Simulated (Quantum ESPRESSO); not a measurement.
InP:

```
CELL_PARAMETERS angstrom
0.00000 2.93050 2.93050
2.93050 0.00000 2.93050
2.93050 2.93050 0.00000
ATOMIC_POSITIONS crystal
In 0.00000 0.00000 0.00000
P 0.75000 0.75000 0.75000
```

Base run:

- Program: Quantum ESPRESSO 7.5
- Functional: PBE
- Potentials or basis: GBRV 1.5 PBE
- Cutoff: 762 eV
- Density cutoff: 6095 eV
- k mesh: 6 × 6 × 6, shifted
- Occupations: fermi-dirac, width 0.05 eV
- Spin: no spin polarisation

Its results: pressure 3.1 GPa; electronic dielectric tensor (diagonal) 10.96.

Question: After a change of settings the same cell gave: pressure 0.4 GPa; electronic dielectric tensor (diagonal) 11.45. Which change was it?
A. functional from PBE to BLYP
B. functional from PBE to PBEsol; potentials or basis from GBRV 1.5 PBE to GBRV 1.5 PBEsol
C. functional from PBE to LDA; potentials or basis from GBRV 1.5 PBE to GBRV 1.5 LDA

Answer: B.

Caveats: the cell is more than 3 GPa from zero pressure, which shifts response properties (some runs).
